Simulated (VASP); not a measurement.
A run of VASP 6.6.1:

File POSCAR:

```
MgSi
1.0
    2.9956458200      0.0000000000      0.0000000000
    0.0000000000      2.9956458200      0.0000000000
    0.0000000000      0.0000000000      3.9803241900
Mg Si
1 1
Direct
    0.0000000000      0.0000000000      0.0000000000
    0.5000000000      0.5000000000      0.5000000000
```

Contents of INCAR.step1:

```
ALGO     = Normal         # electronic algorithm
EDIFF    = 1E-4           # SCF threshold, eV
ENCUT    = 520            # plane-wave cutoff, eV
GGA      = PE             # functional
ISMEAR   = 0              # smearing method
LASPH    = T              # aspherical terms in the spheres
LCHARG   = F              # write CHGCAR
LREAL    = F              # projectors in reciprocal space
LWAVE    = T              # write WAVECAR
NBANDS   = 10             # bands
NELM     = 100            # most SCF steps
PREC     = Accurate       # precision mode
SIGMA    = 0.15           # smearing width, eV
```

INCAR.step2

```
ALGO     = Normal         # electronic algorithm
EDIFF    = 1E-7           # SCF threshold, eV
ENCUT    = 520            # plane-wave cutoff, eV
ISIF     = 2              # what is computed and relaxed
ISMEAR   = 0              # smearing method
ISTART   = 1            
LASPH    = T              # aspherical terms in the spheres
LCHARG   = F              # write CHGCAR
LMIXTAU  = T            
LREAL    = F              # projectors in reciprocal space
LWAVE    = F              # write WAVECAR
METAGGA  = R2SCAN         # meta-GGA
NBANDS   = 10             # bands
NELM     = 100            # most SCF steps
PREC     = Accurate       # precision mode
SIGMA    = 0.15           # smearing width, eV
```

KPOINTS

```
k-points
0
Gamma
  16 16 12
```

Potentials or basis: VASP PAW PBE potentials, release 64 (Mg, Si).

The run is started by

```console
$ cat potpaw_PBE.64/Mg/POTCAR potpaw_PBE.64/Si/POTCAR > POTCAR
$ cp INCAR.step1 INCAR
$ mpirun -np 1 vasp_std > vasp.out
$ cp INCAR.step2 INCAR
$ mpirun -np 1 vasp_std > vasp.out
```

Hardware: 1 thread of Intel(R) Xeon(R) 6975P-C (Granite Rapids), on a shared host.

How long does it take, and how much memory?

Run time: 97 s on 1 thread of Intel(R) Xeon(R) 6975P-C (Granite Rapids) (shared host), peak memory 0.25 GiB. Counts: scf iterations 11, k points 315.
